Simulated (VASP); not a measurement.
# TiC (Fm-3m) in VASP: settings compared, part 2 of 2

VASP 6.6.1. The steps go on from the part before.

### Step 4. Relaxation of cell and atoms, PBE

This run uses another cell than the first one, of 10.17 Å³/atom, 1.049 times its volume.

Input file INCAR:

```
ALGO = Normal ; EDIFF = 1E-7
EDIFFG = -0.005 ; ENCUT = 600
GGA = PE ; IBRION = 2
ISIF = 3 ; ISMEAR = 1
LASPH = T ; LCHARG = F
LREAL = F ; LWAVE = F
NELM = 80 ; NSW = 90
PREC = Accurate ; SIGMA = 0.1
```

Input file KPOINTS:

```
k-points
0
Gamma
  14 14 14
```

Input file POSCAR:

```
TiC                                     
1.0
   -0.0000000000      2.1667845988      2.1667845988
    2.1667845988      0.0000000000      2.1667845988
    2.1667845988      2.1667845988      0.0000000000
  Ti              C             
     1     1
Direct
     0.0000000000000000    0.0000000000000000    0.0000000000000000
     0.5000000000000000    0.5000000000000000    0.5000000000000000
```

Potentials or basis: VASP PAW PBE potentials, release 64 (Ti_sv, C).

On the command line:

```console
> cat potpaw_PBE.64/Ti_sv/POTCAR potpaw_PBE.64/C/POTCAR > POTCAR
> mpirun -np 1 vasp_std > vasp.out
```

OUTCAR:

```text
EDIFF = 1E-7
   EDIFFG = -0.005
   ENCUT = 600
   GGA = PE
   IBRION = 2
   ISIF = 3
   ISMEAR = 1
   LASPH = T
   LREAL = F
   NELM = 80
   NSW = 90
   PREC = Accurate

 ion  position               nearest neighbor table
   1  0.000  0.000  0.000-   2 2.17   2 2.17   2 2.17   2 2.17   2 2.17   2 2.17
   2  0.500  0.500  0.500-   1 2.17   1 2.17   1 2.17   1 2.17   1 2.17   1 2.17

  LATTYP: Found a face centered cubic cell.
 ALAT       =     4.3335691976

  Lattice vectors:

 A1 = (   0.0000000000,   2.1667845988,   2.1667845988)
 A2 = (   2.1667845988,   0.0000000000,   2.1667845988)
 A3 = (   2.1667845988,   2.1667845988,   0.0000000000)

Analysis of symmetry for initial positions (statically):
=====================================================================
 Subroutine PRICEL returns:
 Original cell was already a primitive cell.

 Routine SETGRP: Setting up the symmetry group for a
 face centered cubic supercell.

 Subroutine GETGRP returns: Found 48 space group operations
 (whereof 48 operations were pure point group operations)
 out of a pool of 48 trial point group operations.

The static configuration has the point symmetry O_h .

Analysis of symmetry for dynamics (positions and initial velocities):
=====================================================================
 Subroutine PRICEL returns:
 Original cell was already a primitive cell.

 Routine SETGRP: Setting up the symmetry group for a
 face centered cubic supercell.

 Subroutine GETGRP returns: Found 48 space group operations
 (whereof 48 operations were pure point group operations)
 out of a pool of 48 trial point group operations.

The dynamic configuration has the point symmetry O_h .

 Subroutine INISYM returns: Found 48 space group operations
 (whereof 48 operations are pure point group operations),
 and found     1 'primitive' translations

----------------------------------------------------------------------------------------

                                     Primitive cell

  volume of cell :      20.3459

  direct lattice vectors                    reciprocal lattice vectors
     0.000000000  2.166784599  2.166784599    -0.230756671  0.230756671  0.230756671
     2.166784599  0.000000000  2.166784599     0.230756671 -0.230756671  0.230756671
     2.166784599  2.166784599  0.000000000     0.230756671  0.230756671 -0.230756671

  length of vectors
     3.064296166  3.064296166  3.064296166     0.399682278  0.399682278  0.399682278

  position of ions in fractional coordinates (direct lattice)
     0.000000000  0.000000000  0.000000000
     0.500000000  0.500000000  0.500000000

  ion indices of the primitive-cell ions
   primitive index   ion index
                 1           1
                 2           2

----------------------------------------------------------------------------------------

 KPOINTS: k-points

Automatic generation of k-mesh.
 Grid dimensions read from file:
 generate k-points for:   14   14   14

 Generating k-lattice:

  Cartesian coordinates                     Fractional coordinates (reciprocal lattice)
    -0.016482619  0.016482619  0.016482619     0.071428571  0.000000000  0.000000000
     0.016482619 -0.016482619  0.016482619     0.000000000  0.071428571  0.000000000
     0.016482619  0.016482619 -0.016482619     0.000000000  0.000000000  0.071428571

  Length of vectors
     0.028548734  0.028548734  0.028548734

  Shift w.r.t. Gamma in fractional coordinates (k-lattice)
     0.000000000  0.000000000  0.000000000

 Subroutine IBZKPT returns following result:
 ===========================================

 Found    104 irreducible k-points:

 Following reciprocal coordinates:
            Coordinates               Weight
  0.000000  0.000000  0.000000      1.000000
  0.071429  0.000000  0.000000      8.000000
  0.142857  0.000000  0.000000      8.000000
  0.214286  0.000000  0.000000      8.000000
  0.285714  0.000000  0.000000      8.000000
  0.357143  0.000000  0.000000      8.000000
[... 16 lines left out ...]
  0.214286  0.142857  0.000000     24.000000
  0.285714  0.142857  0.000000     24.000000
 [... further k-points ...]
   k-points           NKPTS =    104   k-points in BZ     NKDIM =    104   number of bands    NBANDS=     12
   number of dos      NEDOS =    301   number of ions     NIONS =      2
   total plane-waves  NPLWV =  13824
   dimension x,y,z NGX =    24 NGY =   24 NGZ =   24
   dimension x,y,z NGXF=    48 NGYF=   48 NGZF=   48
   ions per type =               1   1
   NGX,Y,Z   is equivalent  to a cutoff of  13.02, 13.02, 13.02 a.u.
   NGXF,Y,Z  is equivalent  to a cutoff of  26.04, 26.04, 26.04 a.u.
 SYSTEM =  unknown system
   PREC   = accura    normal or accurate (medium, high low for compatibility)
   ISTART =      0    job   : 0-new  1-cont  2-samecut
   ICHARG =      2    charge: 1-file 2-atom 10-const
   ISPIN  =      1    spin polarized calculation?
   LNONCOLLINEAR =      F non collinear calculations
   LSORBIT =      F    spin-orbit coupling
   LASPH  =      T    aspherical Exc in radial PAW
   ENCUT  =  600.0 eV  44.10 Ry    6.64 a.u.   6.12  6.12  6.12*2*pi/ulx,y,z
   NELM   =     80;   NELMIN=  2; NELMDL= -5     # of ELM steps
   EDIFF  = 0.1E-06   stopping-criterion for ELM
   LREAL  =      F    real-space projection
   EDIFFG = -.5E-02   stopping-criterion for IOM
   NSW    =     90    number of steps for IOM
   IBRION =      2    ionic relax: 0-MD 1-quasi-New 2-CG
   NFREE  =      1    steps in history (QN), initial steepest desc. (CG)
   ISIF   =      3    stress and relaxation
   ISYM   =      2    0-nonsym 1-usesym 2-fastsym
   POTIM  = 0.5000    time-step for ionic-motion
   TEBEG  =    0.0;   TEEND  =   0.0 temperature during run
   PSTRESS=    0.0 pullay stress
   NELECT =      16.0000    total number of electrons
   NUPDOWN=      -1.0000    fix difference up-down
   EMIN   =  10.00;   EMAX   =-10.00  energy-range for DOS
   EFERMI =   0.00;   METHOD = LEGACY
   ISMEAR =     1;   SIGMA  =   0.10  broadening in eV -4-tet -1-fermi 0-gaus
   EFERMI_NEDOS =   21; number of points for ismear=-14 and -15
   IALGO  =     38    algorithm
   IMIX   =      4    mixing-type and parameters
     AMIX     =   0.40;   BMIX     =  1.00
     AMIX_MAG =   1.60;   BMIX_MAG =  1.00
  volume/ion in A,a.u.               =      10.17        68.65
  Fermi-wavevector in a.u.,A,eV,Ry     =   1.511086  2.855538 31.067270  2.283380
  Thomas-Fermi vector in A             =   2.621190
   LORBIT       =      0    0 simple, 1 ext, 2 COOP (PROOUT), +10 PAW based schemes
   GGA     = PE    functional components
   LHFCALC =     F    Hartree Fock is set to
   AEXX    =    0.0000 exact exchange contribution
   IVDW    =     0    specifies the selected vdW correction
   LEPSILON=     F    determine dielectric tensor
   LRPA    =     F    only Hartree local field effects (RPA)
 conjugate gradient relaxation of ions
 non-spin polarized calculation
 Methfessel and Paxton  Order N= 1 SIGMA  =   0.10
  energy-cutoff  :      600.00
  volume of cell :       20.35
 maximum number of plane-waves:       700
   NGX = 13   NGY = 13   NGZ = 13

 number of electron      16.0000000 magnetization

 Free energy of the ion-electron system (eV)
  ---------------------------------------------------
  ext. energy  EPLUGINS =         0.00000000
  ---------------------------------------------------
  free energy    TOTEN  =       -18.70969295 eV

  energy without entropy =      -18.70981125  energy(sigma->0) =      -18.70973239

 E-fermi :   9.3939     XC(G=0): -12.6898

 val. band max:        9.3589189061   @ k =   0.5000   0.5000   0.0000
 cond. band min:       9.3993415458   @ k =   0.3571   0.2857   0.0000
 fundamental gap:      0.0404226398
 Fermi energy:         9.3939113488

 k-point     1 :       0.0000    0.0000    0.0000
  band No.  band energies     occupation
      1     -47.1985      2.00000
      2     -23.2239      2.00000
      3     -23.2239      2.00000
      4     -23.2239      2.00000
      5      -2.9938      2.00000
      6      10.0878     -0.00000
      7      10.0878     -0.00000
      8      10.0878     -0.00000
      9      11.0713     -0.00000
     10      11.0713     -0.00000
     11      11.0713     -0.00000
     12      11.1043     -0.00000
[... 331 lines left out ...]
 k-point    24 :       0.2857    0.1429    0.0000
  band No.  band energies     occupation
      1     -47.1556      2.00000
      2     -23.4664      2.00000
      3     -23.2839      2.00000
      4     -23.2756      2.00000
      5      -1.5487      2.00000
      6       6.2372      2.00000
      7       7.7573      2.00000
      8       8.2903      2.00000
      9      10.2166     -0.00000
     10      11.6831      0.00000
     11      12.7906      0.00000
     12      13.9016      0.00000

 [... further k-points ...]
[... 5 lines left out ...]
  --------------------------------------------------------------------------------------
  -------------------------------------------------------------------------------------
  Total       -0.0001279     -0.0001279     -0.0001279      0.0000000     -0.0000000     -0.0000000
  in kB       -0.0100683     -0.0100683     -0.0100683      0.0000000     -0.0000000     -0.0000000
  external PRESSURE =      -0.0100683 kB  Pullay stress =       0.0000000 kB

 VOLUME and BASIS-vectors are now :
 -----------------------------------------------------------------------------
  energy-cutoff  :      600.00
  volume of cell :       20.35
      direct lattice vectors                 reciprocal lattice vectors
     0.000000000  2.166784599  2.166784599    -0.230756671  0.230756671  0.230756671
     2.166784599  0.000000000  2.166784599     0.230756671 -0.230756671  0.230756671
     2.166784599  2.166784599  0.000000000     0.230756671  0.230756671 -0.230756671

 POSITION                                       TOTAL-FORCE (eV/Angst)
 -----------------------------------------------------------------------------------
      0.00000      0.00000      0.00000         0.000000      0.000000      0.000000
      2.16678      2.16678      2.16678         0.000000     -0.000000     -0.000000
 -----------------------------------------------------------------------------------
    total drift:                                0.000000     -0.000000     -0.000000

  FREE ENERGIE OF THE ION-ELECTRON SYSTEM (eV)
  ---------------------------------------------------
  free  energy   TOTEN  =       -18.7096929517 eV

  energy  without entropy=      -18.7098112540  energy(sigma->0) =      -18.70973239

 reached required accuracy - stopping structural energy minimisation
```

CONTCAR:

```text
TiC
   1.00000000000000
     0.0000000000000000    2.1667845988000001    2.1667845988000001
     2.1667845988000001    0.0000000000000000    2.1667845988000001
     2.1667845988000001    2.1667845988000001    0.0000000000000000
  Ti              C
     1     1
Direct
     0.0000000000000000    0.0000000000000000    0.0000000000000000
     0.5000000000000000    0.5000000000000000    0.5000000000000000

  0.00000000E+00  0.00000000E+00  0.00000000E+00
  0.00000000E+00  0.00000000E+00  0.00000000E+00
```

It took 14 s on 1 thread of AMD EPYC 9R45 (Zen 5), shared host; peak memory 0.14 GiB.

What came out:

| Item | Value |
| --- | --- |
| Free energy | -18.7097 eV |
| Pressure after relaxing | 0.0 GPa |
| Band gap on the k mesh | none (metal or under the smearing width) |

Final structure:
```xyz
2
Lattice="0.0000 2.1668 2.1668 2.1668 0.0000 2.1668 2.1668 2.1668 0.0000" Properties=species:S:1:pos:R:3 pbc="T T T"
Ti    0.0000    0.0000    0.0000
C     2.1668    2.1668    2.1668
```

Caveat: the relaxation stopped at its first step, so nothing moved.
